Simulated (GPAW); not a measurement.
Runs of GPAW 26.7.0 on Ga. Symmetry: Cmcm, No. 63, orthorhombic system. The conventional cell has a = 2.900 Å, b = 8.130 Å, c = 3.170 Å, α = 90.00°, β = 90.00°, γ = 90.00°. Ga (site symmetry m2m) has 8 Ga at 2.68 to 2.90 Å as nearest neighbours. This isn't the form of Ga at room conditions, which is orthorhombic.

```tsv
task	level	potentials or basis	cell	optimizer	fmax	max steps	convergence	band path	gap on the mesh (eV)	pressure (GPa)	relaxed volume (Å³/atom)
relaxation of cell and atoms	PBEsol+D3(BJ)	PAW data sets generated in the run's folder for this functional, pw	relaxed	BFGS	0.02 eV/Å	60	density=1e-05 forces=0.0001	-	none	-0.1	17.27
relaxation of cell and atoms	PBEsol+D4	PAW data sets generated in the run's folder for this functional, pw	relaxed	BFGS	0.02 eV/Å	60	density=1e-05 forces=0.0001	-	none	0.1	17.35
band structure	LDA	the program's PAW data sets (release 1.2.1) made for this functional, pw	as given	-	-	-	-	GXSRAZGYX1A1TY,ZT	-	(a)	-
relaxation of cell and atoms	PBEsol+D3	PAW data sets generated in the run's folder for this functional, pw	relaxed	BFGS	0.02 eV/Å	60	density=1e-05 forces=0.0001	-	none	0.0	17.63
```

Alike in all rows: no spin polarisation; k mesh 8 × 8 × 7; cutoff (eV) 600; smearing fermi-dirac 0.05 eV.

Q: Fill in the values left out.

A: (a) -3.4.

Caveats: later steps reuse the first step's grids (some runs); pairwise dispersion overbinds metals, which lowers pressure and volume (some runs).

A k mesh can miss the band edges, and the runs leave out spin-orbit coupling on Ga.

A gap of «none» marks a metal or a gap under the smearing width.

Not every run made on this cell is shown here.
